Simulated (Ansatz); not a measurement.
# Si: the cost of one run

Program: Ansatz 0.2.0. Level of theory: DFT PBE, scalar-relativistic, plane waves, PAW. These are calculated values, not measurements.

**1. The system as given**

The structure is orthorhombic, space group Cmmm (No. 65). Conventional cell: a = 3.574 Å, b = 8.530 Å, c = 5.047 Å, α = 90.00°, β = 90.00°, γ = 90.00°. Si (site symmetry mm2) has 3 Si at 2.12 to 2.14 Å as nearest neighbours. Around Si (site symmetry m2m) lie 4 Si at 2.12 to 2.14 Å.

Coordinates:

```cif
data_structure
_symmetry_space_group_name_H-M 'Cmmm'
_symmetry_Int_Tables_number 65
_cell_length_a 3.5738
_cell_length_b 8.5298
_cell_length_c 5.0474
_cell_angle_alpha 90.000
_cell_angle_beta 90.000
_cell_angle_gamma 90.000
_cell_volume 153.86
loop_
_atom_site_label
_atom_site_type_symbol
_atom_site_symmetry_multiplicity
_atom_site_Wyckoff_symbol
_atom_site_fract_x
_atom_site_fract_y
_atom_site_fract_z
_atom_site_occupancy
Si1 Si 4 l 0.50000 0.00000 0.78960 1
Si2 Si 4 j 0.50000 0.18270 0.50000 1
```

The cell is invented: 3-, 4-connected net of one element (Cmmm, No. 65). Lengths come from tabulated atomic sizes and are only a guess.

**2. Probe: one point on a coarse mesh**

input.yaml

```yaml
crystal:
  lattice:
    - [1.78689499, -4.26488524, 0.0]
    - [1.78689499, 4.26488524, 0.0]
    - [0.0, 0.0, 5.04742227]
  atoms:
    - { symbol: Si, position: [0.5, 0.5, 0.789599] }
    - { symbol: Si, position: [0.5, 0.5, 0.210401] }
    - { symbol: Si, position: [0.3173019, 0.6826981, 0.5] }
    - { symbol: Si, position: [0.6826981, 0.3173019, 0.5] }
basis:
  ecutwfc: 420
kpoints:
  mp_grid: { grid: [6, 6, 4] }
hamiltonian:
  xc: pbe
scf:
  occupations: { method: gaussian, width: 0.1 }
  lower_state_search: "off"
output:
  forces: true
  stress: true
  eigenvalues: true
```

Run with:

```console
$ ansatz run input.yaml --threads 1 --pin off --max-ram 2560MiB --backend cpu --events-out ev --progress --plain --runs-dir out
```

What time and memory should one allow on 1 thread of Arm Neoverse N1, shared host?

About 4.9 s, with a peak of 0.32 GiB.
